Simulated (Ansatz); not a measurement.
## AlN (P6_3mc): the host for defect calculations

Aim: the runs on the perfect crystal AlN (P6_3mc) that a defect calculation needs first.

Main program and level: Ansatz 0.2.0; plane-wave PAW DFT, PBEsol; relaxation of the defect-free supercell from random displacements, a test of the host's stability; PAW set soft_1.

### Step 1. The structure

The cell holds 128 atoms: 64 Al and 64 N. Cell: a = 14.686 Å, b = 14.686 Å, c = 11.753 Å, α = 125.1°, β = 125.1°, γ = 94.5°.

### Step 2. Defect free supercell relaxed from displaced atoms

The input displaces the atoms at random before the relaxation, so that it can leave a symmetric saddle if there is one.

The input, pristine.rattled/input.yaml:

```yaml
crystal:
  lattice:
    - [-9.3408219911, 5.3929259761, 9.9673533283]
    - [9.3408219911, -5.3929259761, 9.9673533283]
    - [3.113607264, 5.392926091, -9.9673533283]
  atoms:
    - { symbol: Al, position: [0.2080918734, 0.0414252068, 0.0] }
    - { symbol: Al, position: [0.2080918734, 0.2914252068, 0.25] }
    - { symbol: Al, position: [0.4580918734, 0.0414252068, 0.25] }
    - { symbol: Al, position: [0.4580918734, 0.2914252068, 0.0] }
    - { symbol: Al, position: [0.1664252068, 0.0830918734, 0.25] }
    - { symbol: Al, position: [0.1664252068, 0.3330918734, 0.0] }
    - { symbol: Al, position: [0.4164252068, 0.0830918734, 0.0] }
    - { symbol: Al, position: [0.4164252068, 0.3330918734, 0.25] }
    - { symbol: "N", position: [0.0535747932, 0.1369081266, 0.25] }
    - { symbol: "N", position: [0.0535747932, 0.3869081266, 0.0] }
    - { symbol: "N", position: [0.3035747932, 0.1369081266, 0.0] }
    - { symbol: "N", position: [0.3035747932, 0.3869081266, 0.25] }
    - { symbol: "N", position: [0.0119081266, 0.1785747932, 0.0] }
    - { symbol: "N", position: [0.0119081266, 0.4285747932, 0.25] }
    - { symbol: "N", position: [0.2619081266, 0.1785747932, 0.25] }
    - { symbol: "N", position: [0.2619081266, 0.4285747932, 0.0] }
    - { symbol: Al, position: [0.2080918734, 0.0414252068, 0.5] }
    - { symbol: Al, position: [0.2080918734, 0.2914252068, 0.75] }
    - { symbol: Al, position: [0.4580918734, 0.0414252068, 0.75] }
    - { symbol: Al, position: [0.4580918734, 0.2914252068, 0.5] }
    - { symbol: Al, position: [0.1664252068, 0.0830918734, 0.75] }
    - { symbol: Al, position: [0.1664252068, 0.3330918734, 0.5] }
    - { symbol: Al, position: [0.4164252068, 0.0830918734, 0.5] }
    - { symbol: Al, position: [0.4164252068, 0.3330918734, 0.75] }
    - { symbol: "N", position: [0.0535747932, 0.1369081266, 0.75] }
    - { symbol: "N", position: [0.0535747932, 0.3869081266, 0.5] }
    - { symbol: "N", position: [0.3035747932, 0.1369081266, 0.5] }
    - { symbol: "N", position: [0.3035747932, 0.3869081266, 0.75] }
    - { symbol: "N", position: [0.0119081266, 0.1785747932, 0.5] }
    - { symbol: "N", position: [0.0119081266, 0.4285747932, 0.75] }
    - { symbol: "N", position: [0.2619081266, 0.1785747932, 0.75] }
    - { symbol: "N", position: [0.2619081266, 0.4285747932, 0.5] }
    - { symbol: Al, position: [0.2080918734, 0.5414252068, 0.0] }
    - { symbol: Al, position: [0.2080918734, 0.7914252068, 0.25] }
    - { symbol: Al, position: [0.4580918734, 0.5414252068, 0.25] }
    - { symbol: Al, position: [0.4580918734, 0.7914252068, 0.0] }
    - { symbol: Al, position: [0.1664252068, 0.5830918734, 0.25] }
    - { symbol: Al, position: [0.1664252068, 0.8330918734, 0.0] }
    - { symbol: Al, position: [0.4164252068, 0.5830918734, 0.0] }
    - { symbol: Al, position: [0.4164252068, 0.8330918734, 0.25] }
    - { symbol: "N", position: [0.0535747932, 0.6369081266, 0.25] }
    - { symbol: "N", position: [0.0535747932, 0.8869081266, 0.0] }
    - { symbol: "N", position: [0.3035747932, 0.6369081266, 0.0] }
    - { symbol: "N", position: [0.3035747932, 0.8869081266, 0.25] }
    - { symbol: "N", position: [0.0119081266, 0.6785747932, 0.0] }
    - { symbol: "N", position: [0.0119081266, 0.9285747932, 0.25] }
    - { symbol: "N", position: [0.2619081266, 0.6785747932, 0.25] }
    - { symbol: "N", position: [0.2619081266, 0.9285747932, 0.0] }
    - { symbol: Al, position: [0.2080918734, 0.5414252068, 0.5] }
    - { symbol: Al, position: [0.2080918734, 0.7914252068, 0.75] }
    - { symbol: Al, position: [0.4580918734, 0.5414252068, 0.75] }
    - { symbol: Al, position: [0.4580918734, 0.7914252068, 0.5] }
    - { symbol: Al, position: [0.1664252068, 0.5830918734, 0.75] }
    - { symbol: Al, position: [0.1664252068, 0.8330918734, 0.5] }
    - { symbol: Al, position: [0.4164252068, 0.5830918734, 0.5] }
    - { symbol: Al, position: [0.4164252068, 0.8330918734, 0.75] }
    - { symbol: "N", position: [0.0535747932, 0.6369081266, 0.75] }
    - { symbol: "N", position: [0.0535747932, 0.8869081266, 0.5] }
    - { symbol: "N", position: [0.3035747932, 0.6369081266, 0.5] }
    - { symbol: "N", position: [0.3035747932, 0.8869081266, 0.75] }
    - { symbol: "N", position: [0.0119081266, 0.6785747932, 0.5] }
    - { symbol: "N", position: [0.0119081266, 0.9285747932, 0.75] }
    - { symbol: "N", position: [0.2619081266, 0.6785747932, 0.75] }
    - { symbol: "N", position: [0.2619081266, 0.9285747932, 0.5] }
    - { symbol: Al, position: [0.7080918734, 0.0414252068, 0.0] }
    - { symbol: Al, position: [0.7080918734, 0.2914252068, 0.25] }
    - { symbol: Al, position: [0.9580918734, 0.0414252068, 0.25] }
    - { symbol: Al, position: [0.9580918734, 0.2914252068, 0.0] }
    - { symbol: Al, position: [0.6664252068, 0.0830918734, 0.25] }
    - { symbol: Al, position: [0.6664252068, 0.3330918734, 0.0] }
    - { symbol: Al, position: [0.9164252068, 0.0830918734, 0.0] }
    - { symbol: Al, position: [0.9164252068, 0.3330918734, 0.25] }
    - { symbol: "N", position: [0.5535747932, 0.1369081266, 0.25] }
    - { symbol: "N", position: [0.5535747932, 0.3869081266, 0.0] }
    - { symbol: "N", position: [0.8035747932, 0.1369081266, 0.0] }
    - { symbol: "N", position: [0.8035747932, 0.3869081266, 0.25] }
    - { symbol: "N", position: [0.5119081266, 0.1785747932, 0.0] }
    - { symbol: "N", position: [0.5119081266, 0.4285747932, 0.25] }
    - { symbol: "N", position: [0.7619081266, 0.1785747932, 0.25] }
    - { symbol: "N", position: [0.7619081266, 0.4285747932, 0.0] }
    - { symbol: Al, position: [0.7080918734, 0.0414252068, 0.5] }
    - { symbol: Al, position: [0.7080918734, 0.2914252068, 0.75] }
    - { symbol: Al, position: [0.9580918734, 0.0414252068, 0.75] }
    - { symbol: Al, position: [0.9580918734, 0.2914252068, 0.5] }
    - { symbol: Al, position: [0.6664252068, 0.0830918734, 0.75] }
    - { symbol: Al, position: [0.6664252068, 0.3330918734, 0.5] }
    - { symbol: Al, position: [0.9164252068, 0.0830918734, 0.5] }
    - { symbol: Al, position: [0.9164252068, 0.3330918734, 0.75] }
    - { symbol: "N", position: [0.5535747932, 0.1369081266, 0.75] }
    - { symbol: "N", position: [0.5535747932, 0.3869081266, 0.5] }
    - { symbol: "N", position: [0.8035747932, 0.1369081266, 0.5] }
    - { symbol: "N", position: [0.8035747932, 0.3869081266, 0.75] }
    - { symbol: "N", position: [0.5119081266, 0.1785747932, 0.5] }
    - { symbol: "N", position: [0.5119081266, 0.4285747932, 0.75] }
    - { symbol: "N", position: [0.7619081266, 0.1785747932, 0.75] }
    - { symbol: "N", position: [0.7619081266, 0.4285747932, 0.5] }
    - { symbol: Al, position: [0.7080918734, 0.5414252068, 0.0] }
    - { symbol: Al, position: [0.7080918734, 0.7914252068, 0.25] }
    - { symbol: Al, position: [0.9580918734, 0.5414252068, 0.25] }
    - { symbol: Al, position: [0.9580918734, 0.7914252068, 0.0] }
    - { symbol: Al, position: [0.6664252068, 0.5830918734, 0.25] }
    - { symbol: Al, position: [0.6664252068, 0.8330918734, 0.0] }
    - { symbol: Al, position: [0.9164252068, 0.5830918734, 0.0] }
    - { symbol: Al, position: [0.9164252068, 0.8330918734, 0.25] }
    - { symbol: "N", position: [0.5535747932, 0.6369081266, 0.25] }
    - { symbol: "N", position: [0.5535747932, 0.8869081266, 0.0] }
    - { symbol: "N", position: [0.8035747932, 0.6369081266, 0.0] }
    - { symbol: "N", position: [0.8035747932, 0.8869081266, 0.25] }
    - { symbol: "N", position: [0.5119081266, 0.6785747932, 0.0] }
    - { symbol: "N", position: [0.5119081266, 0.9285747932, 0.25] }
    - { symbol: "N", position: [0.7619081266, 0.6785747932, 0.25] }
    - { symbol: "N", position: [0.7619081266, 0.9285747932, 0.0] }
    - { symbol: Al, position: [0.7080918734, 0.5414252068, 0.5] }
    - { symbol: Al, position: [0.7080918734, 0.7914252068, 0.75] }
    - { symbol: Al, position: [0.9580918734, 0.5414252068, 0.75] }
    - { symbol: Al, position: [0.9580918734, 0.7914252068, 0.5] }
    - { symbol: Al, position: [0.6664252068, 0.5830918734, 0.75] }
    - { symbol: Al, position: [0.6664252068, 0.8330918734, 0.5] }
    - { symbol: Al, position: [0.9164252068, 0.5830918734, 0.5] }
    - { symbol: Al, position: [0.9164252068, 0.8330918734, 0.75] }
    - { symbol: "N", position: [0.5535747932, 0.6369081266, 0.75] }
    - { symbol: "N", position: [0.5535747932, 0.8869081266, 0.5] }
    - { symbol: "N", position: [0.8035747932, 0.6369081266, 0.5] }
    - { symbol: "N", position: [0.8035747932, 0.8869081266, 0.75] }
    - { symbol: "N", position: [0.5119081266, 0.6785747932, 0.5] }
    - { symbol: "N", position: [0.5119081266, 0.9285747932, 0.75] }
    - { symbol: "N", position: [0.7619081266, 0.6785747932, 0.75] }
    - { symbol: "N", position: [0.7619081266, 0.9285747932, 0.5] }
basis:
  ecutwfc: 420
  xc_grid: 2
hamiltonian:
  xc: pbesol
  pseudopotentials: { kind: paw, azcp: { folder: soft_1 }, xc_functional: pbe }
kpoints:
  mp_grid: { grid: [1, 1, 1] }
scf:
  occupations: { method: fermi_dirac, width: 0.01 }
  max_iter: 100
  lower_state_search: "off"
output:
  forces: true
relax:
  f_tol: 0.015
  max_steps: 120
  random_displacement: { amplitude: 0.06, seed: 7745 }
checkpoint:
  write: "../pristine.rattled.run"
  compress: false
  write_wavefunctions: false
  write_every: 100000
```

On the command line:

```
$ ansatz run input.yaml --threads 8 --pin off --max-ram 15073MiB --backend cpu --events-out ev --progress --plain --runs-dir out
```

Numbers of over 12 decimals in the logs are rounded to 6 here.

The program printed:

```text
[... repeated set-up lines and file paths are left out, and long positions are rounded to six places ...]
Engine: ansatz 0.2.0, aarch64-unknown-linux-gnu
Pseudopotentials: kind: paw
Pseudopotential: Al, paw, valence charge 3, recommended cutoff 420 eV (normal), soft_1/Al.paw.azcp
Pseudopotential: N, paw, valence charge 5, recommended cutoff 420 eV (normal), soft_1/N.paw.azcp
Functional definition: PBEsol
  exchange = pbesol_x
  correlation = pbesol_c
Crystal: 128 atoms, lattice volume = 1338.931 Å³
Basis set: ecut = 420 eV, 26161 PW (Γ), exchange–correlation on 200×200×160 points (8 copies of the dense FFT grid, shifted against one another)
Bands: 384, of which v1, the nominal top of the filled ones, is band 256 counted from 1 (255 counted from 0)
Symmetry: 1 space group operations
k-points: 1
Non-local potential: Al, projectors of the file, l = 0: 2, l = 1: 2, l = 2: 1
Non-local potential: N, projectors of the file, l = 0: 2, l = 1: 2, l = 2: 1
PAW form: soft (Blöchl's): semilocal exchange-correlation on the pseudo side does not see the compensation charge
PAW frozen core: Al, regenerated for the run's functional, and the local potential with it (the file was generated under x = pbe(κ = 0.804, μ = 0.219515), c = pbe(β = 0.066725))
PAW frozen core: N, regenerated for the run's functional, and the local potential with it (the file was generated under x = pbe(κ = 0.804, μ = 0.219515), c = pbe(β = 0.066725))
PAW one-centre angular grid: Al, 110 points (default); XC on 64 Gauss nodes
PAW one-centre angular grid: N, 110 points (default); XC on 64 Gauss nodes
Initial density: superposition of atomic densities (chi_scale 0.1, normalization cell, long waves kept (reshape's long-wave potential 0.05 eV rms))
Initial wavefunctions: pseudopotential atomic-orbital guess
Functional: x = pbesol(κ = 0.804, μ = 0.123457), c = pbesol(β = 0.046)
SCF iter   1: F=—  HF=-58064.254192 eV  |F-HF|=—  |Δ(HF+E_count)|=         —  Δρ=1.32e-1  dr2=2.85e2  ethr=3.10e-3  ⟨swp⟩=6.0  Hψ=1657  notcnv=0  defer=27
preconditioner: auto → Resta (q_TF=auto, 2.324 Å⁻¹)  ε∞=3.7  [insulator: Δε(μ)=5.197 eV  Ē_g=14.103 eV  σ=0.010 eV  W_gap=1.00  n_scr=288 (ndim 8)  ℏωp=23.0 eV  f_vac=0.000  D(μ)=0.00/eV (n_scr^D=0)  ε∞_Penn≈3.7]
SCF iter   2: F=—  HF=-57980.253105 eV  |F-HF|=—  |Δ(HF+E_count)|=    8.40e1  Δρ=4.53e-2  dr2=1.56e1  ethr=3.10e-3  ⟨swp⟩=4.0  Hψ=862  notcnv=0  defer=121
SCF iter   3: F=—  HF=-57976.498195 eV  |F-HF|=—  |Δ(HF+E_count)|=    3.75e0  Δρ=2.33e-2  dr2=4.17e0  ethr=3.05e-3  ⟨swp⟩=1.0  Hψ=442  notcnv=0  defer=121
SCF iter   4: F=—  HF=-57975.613632 eV  |F-HF|=—  |Δ(HF+E_count)|=   8.85e-1  Δρ=1.54e-3  dr2=2.35e-2  ethr=8.15e-4  ⟨swp⟩=2.0  Hψ=270  notcnv=0  defer=121
SCF iter   5: F=—  HF=-57975.622270 eV  |F-HF|=—  |Δ(HF+E_count)|=   8.64e-3  Δρ=3.33e-4  dr2=1.35e-3  ethr=4.59e-6  ⟨swp⟩=2.0  Hψ=462  notcnv=0  defer=121
SCF iter   6: F=—  HF=-57975.623081 eV  |F-HF|=—  |Δ(HF+E_count)|=   8.10e-4  Δρ=9.25e-5  dr2=9.67e-5  ethr=2.63e-7  ⟨swp⟩=2.0  Hψ=518  notcnv=0  defer=121
SCF iter   7: F=-57975.623083 eV  HF=-57975.623084 eV  |F-HF|=8.77e-7  |Δ(HF+E_count)|=   2.86e-6  Δρ=1.46e-5  dr2=2.73e-6  ethr=1.10e-9  ⟨swp⟩=2.0  Hψ=1151  notcnv=0
SCF 1 converged in 7 iterations: F = -57975.623083 eV  dr2 = 2.73e-6
[...]
relax step   1: F+E_penalty+E_count = -57975.62308279 eV  Δ(F+E_penalty+E_count) = +0.000e0 eV  max|allowed force component| = 2.341e0 eV/Å  Δτ_max = 0.0000 Å  (7 SCF iters, dr2 threshold 5.63e-6 eV, accepted)
[...]
relax step   2: F+E_penalty+E_count = -57979.12675311 eV  Δ(F+E_penalty+E_count) = -3.504e0 eV  max|allowed force component| = 1.231e0 eV/Å  Δτ_max = 0.0635 Å  (6 SCF iters, dr2 threshold 1.00e-4 eV, accepted)
[...]
relax step   4: F+E_penalty+E_count = -57980.54229500 eV  Δ(F+E_penalty+E_count) = -3.492e-6 eV  max|allowed force component| = 2.414e-2 eV/Å  Δτ_max = 0.0000 Å  (4 SCF iters, accepted)
[...]
relax step   5: F+E_penalty+E_count = -57980.54266422 eV  Δ(F+E_penalty+E_count) = -3.692e-4 eV  max|allowed force component| = 4.743e-3 eV/Å  Δτ_max = 0.0014 Å  (5 SCF iters, accepted)
SCF converged after 5 iterations
Free energy (F): -57980.542664 eV
Harris-Foulkes:  -57980.542664 eV  (|F-HF|=1.19e-8)
Internal energy: -57980.542664 eV  (E = F + TS)
E sigma→0 (E₀):  -57980.542664 eV
Fermi energy:    9.094311 eV
--- Per-component energies (eV) ---
  E_band       = 916.974092
  E_kinetic    = 9988.893669
  E_local      = -13414.681107  (includes V_loc(G=0)·N_el)
  E_nonlocal   = 2867.239976
  E_hartree    = 4917.888583
  E_xc         = -6271.535100
  E_vxc        = -6816.351443  (∫ρ·V_xc dr)
  E_paw        = -37143.823725  (= ΣΔE_a)
  E_vpaw       = -1543.957498  (= ΣTr[D̂ρ^β])
  E_aug_tail   = 0.053790  (compensation charges beyond the density's cutoff)
  E_ewald      = -18927.601973
  E_core_change = 3.023224  (= ΣΔE_core)
  E_smearing   = -0.000000  (= −TS)
  E_closure    = -0.000000  (closes the sum)
  Σ components = -57980.542664   (vs F -57980.542664, Δ=0.00e0)
--- Forces (eV/Å), atoms counted from 1 ---
  atom   1  Al    -0.00025509     0.00339414    -0.00347355
  atom   2  Al     0.00006711    -0.00001193    -0.00181722
  atom   3  Al    -0.00016625     0.00474296     0.00039797
  atom   4  Al    -0.00150473    -0.00387393    -0.00062550
  atom   5  Al    -0.00109090     0.00033885    -0.00155291
  atom   6  Al    -0.00163422    -0.00114140     0.00139677
  atom   7  Al     0.00374136     0.00127649    -0.00000090
  atom   8  Al    -0.00240650    -0.00196032    -0.00163039
  atom   9  N      0.00083648     0.00170326     0.00040519
  atom  10  N      0.00019589     0.00252237    -0.00146434
  atom  11  N      0.00082348     0.00010595     0.00325639
  atom  12  N      0.00019722     0.00101849     0.00190319
  atom  13  N      0.00023787    -0.00174423    -0.00076653
  atom  14  N     -0.00146039     0.00019839    -0.00144632
[...]
atom 124  N      0.00036631     0.00107468    -0.00195530
  atom 125  N      0.00201113    -0.00175285     0.00082316
  atom 126  N      0.00118334    -0.00166110     0.00307384
  atom 127  N      0.00125798    -0.00110976    -0.00144901
  atom 128  N     -0.00094059    -0.00154869     0.00032215
  max |Σ_I F_I| component: 2.38e-5 eV/Å
--- Relaxed structure (5 steps of the walk, 5 accepted, 0 SCFs on fresh bases) ---
  F+E_penalty+E_count = -57980.54266422 eV   max|allowed force component| = 4.743e-3 eV/Å
  atoms:
    - { symbol: Al, position: [0.208557, 0.041799, 0.000433] }
    - { symbol: Al, position: [0.208571, 0.291798, 0.250460] }
    - { symbol: Al, position: [0.458544, 0.041792, 0.250423] }
    - { symbol: Al, position: [0.458585, 0.291811, 0.000481] }
    - { symbol: Al, position: [0.166997, 0.083345, 0.250438] }
    - { symbol: Al, position: [0.166996, 0.333346, 0.000465] }
    - { symbol: Al, position: [0.416996, 0.083331, 0.000422] }
    - { symbol: Al, position: [0.417016, 0.333368, 0.250464] }
    - { symbol: N, position: [0.054230, 0.137172, 0.250429] }
    - { symbol: N, position: [0.054234, 0.387185, 0.000442] }
    - { symbol: N, position: [0.304246, 0.137184, 0.000455] }
    - { symbol: N, position: [0.304243, 0.387188, 0.250457] }
    - { symbol: N, position: [0.012415, 0.179046, 0.000474] }
    - { symbol: N, position: [0.012390, 0.429043, 0.250458] }
    - { symbol: N, position: [0.262393, 0.179024, 0.250446] }
    - { symbol: N, position: [0.262387, 0.429035, 0.000456] }
    - { symbol: Al, position: [0.208571, 0.041816, 0.500459] }
    - { symbol: Al, position: [0.208563, 0.291808, 0.750466] }
    - { symbol: Al, position: [0.458537, 0.041784, 0.750413] }
    - { symbol: Al, position: [0.458536, 0.291778, 0.500423] }
    - { symbol: Al, position: [0.167019, 0.083367, 0.750469] }
    - { symbol: Al, position: [0.167001, 0.333338, 0.500443] }
[...]
- { symbol: N, position: [0.054241, 0.137177, 0.750454] }
    - { symbol: N, position: [0.054237, 0.387181, 0.500431] }
    - { symbol: N, position: [0.304255, 0.137199, 0.500448] }
    - { symbol: N, position: [0.304243, 0.387186, 0.750448] }
    - { symbol: N, position: [0.012413, 0.179043, 0.500470] }
    - { symbol: N, position: [0.012395, 0.429040, 0.750447] }
[...]
- { symbol: Al, position: [0.958564, 0.791802, 0.500466] }
    - { symbol: Al, position: [0.666984, 0.583332, 0.750455] }
    - { symbol: Al, position: [0.667004, 0.833348, 0.500460] }
    - { symbol: Al, position: [0.917011, 0.583348, 0.500465] }
    - { symbol: Al, position: [0.917007, 0.833348, 0.750475] }
[...]
- { symbol: N, position: [0.804246, 0.887191, 0.750457] }
    - { symbol: N, position: [0.512394, 0.679037, 0.500453] }
    - { symbol: N, position: [0.512381, 0.929023, 0.750443] }
    - { symbol: N, position: [0.762399, 0.679040, 0.750471] }
    - { symbol: N, position: [0.762401, 0.929039, 0.500463] }
```

Elapsed: 2.2 min, on 8 threads of Arm Neoverse N1, shared host; peak memory 1.9 GiB.

Step by step:

| step | energy less that of the first step (eV) | largest force component (eV/Å) |
| --- | --- | --- |
| 1 | 0.0000 | 2.3408 |
| 2 | -3.5037 | 1.2310 |
| 3 | -4.9192 | 0.0241 |
| 4 | -4.9192 | 0.0241 |
| 5 | -4.9196 | 0.0047 |

The relaxation ends 38 meV an atom lower than the displaced start, with a largest force component of 0.0047 eV/Å.

### Step 3. Results

| Property | Result |
| --- | --- |
| symmetric supercell less the displaced and relaxed one | 0.000 eV |

The energy fell by 4.920 eV from the randomly displaced start; the atoms end within 0.005 Å of the sites as typed, once the mean shift is taken out. The displaced cell ends within 0.01 eV of the symmetric one, so no lower structure shows in this supercell. All at zero temperature.

[Logs are printed without paths, hosts, clocks, repeated set-up lines and the standing remarks that a program may print on its own settings, such as how far it seeks lower states.]

[Hosts, paths, dates, database ids (printed as entryN), source tags and the programs' standing remarks are cut or masked in the printed files.]

[Runs of the host that timed out are not shown.]

[For some hosts the program warned that the k-mesh of the response run may be too coarse for force constants and the static dielectric constant; such warnings are not always shown.]
